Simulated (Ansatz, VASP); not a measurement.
## Two plane-wave programs on EuS

```
Eu S
1.0
     0.00000    2.97850    2.97850
     2.97850    0.00000    2.97850
     2.97850    2.97850    0.00000
Eu S
1 1
Direct
  0.00000 0.00000 0.00000
  0.50000 0.50000 0.50000
```

Alike in both runs: task single point; functional PBE; k mesh 10 × 10 × 10; occupations gaussian, width 0.02 eV; collinear spin; Hubbard terms Eu f U = 7.0 eV.

```csv
,VASP,Ansatz
version,VASP 6.6.1,Ansatz 0.2.0
potentials or method,"VASP PAW PBE potentials, release 64 (Eu, S)","scalar-relativistic, plane waves, PAW"
plane-wave cutoff (eV),520,420
valence electrons in the cell,23,23
```

```csv
,VASP,Ansatz,Ansatz less VASP
gap on the k mesh at the Fermi level (eV),0.68,0.90,+0.216
least direct gap on the mesh (eV),1.00,1.38,+0.379
net moment per atom (μB),3.50,3.50,0.000
size of the moment on the site where the two differ most (μB),6.73,6.87,+0.138
```

Site moments also hang on the region over which each program counts them. The programs project onto different local orbitals, so the same U acts differently. Ansatz warned: «stability_check_not_made».

Caveats: spin-orbit coupling is left out, which moves the levels of the heavy elements; a cell with one magnetic atom can't hold antiferromagnetic order, which such compounds often take. The state reached can hang on the start; a lower one may exist. A k mesh can miss the band edges.
